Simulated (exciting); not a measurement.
KCl (Sylvite):

```
K Cl
1.0
     0.00000    3.14647    3.14647
     3.14647    0.00000    3.14647
     3.14647    3.14647    0.00000
K Cl
1 1
Direct
  0.00000 0.00000 0.00000
  0.50000 0.50000 0.50000
```

Base run:

* Program: exciting (release sodium)
* Functional: PBEsol
* Potentials or basis: all-electron LAPW+lo, shipped species files, valence relativity iora*
* rgkmax: 7.5
* k mesh: 7 × 7 × 7
* Occupations: gaussian, width 0.1 eV
* Spin: no spin polarisation

Its results: band gap on the k mesh 5.04 eV, direct.

The run is repeated on the same cell with these changes: functional from PBEsol to RPBE. What comes out?

Band gap on the k mesh 5.57 eV, direct.

Caveats: an odd mesh through Γ misses points on the zone boundary, where band edges often lie.
